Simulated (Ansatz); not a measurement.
Reactions of `CCC(C)(C)CC`.

Computed with Ansatz on PBE0-D4/def2-TZVP structures; ΔE is electronic, products minus reactants. CBS: MP2 limit from def2 TZ/QZ plus the TZ coupled-cluster correction, frozen cores. This one scheme is used for every species. def2 core potentials past Kr. For Ge, Sb outer-core shells are correlated without core-valence functions, which leaves a few kJ/mol of doubt a bond. Scalar relativity is left out up to krypton. Each species was taken in one conformer, which may not be the lowest.

(1) Order these by ΔE at CCSD(T)/CBS, lowest first. (An estimate is asked.)
A. `CCC(C)(C)CC` + `[OH][GeH]([OH])[Cl]` → `C[O][GeH]([OH])[Cl]` + `CCC(C)(C)C`
B. `CCC(C)(C)CC` + `[CH3][AlH][SH]` → `[CH3][AlH][S]C` + `CCC(C)(C)C`
C. `CCC(C)(C)CC` + `[NH2][SbH2]` → `CC[NH][SbH2]` + `CCC(C)C`
D. `CCC(C)(C)CC` + `Sc1ccccc1` → `CCSc1ccccc1` + `CCC(C)C`

Largest T1 diagnostic: 0.013, for `[NH2][SbH2]`.

## Answers

(1) D (+3.3 kJ/mol), B (+19.5 kJ/mol), C (+30.4 kJ/mol), A (+53.8 kJ/mol).
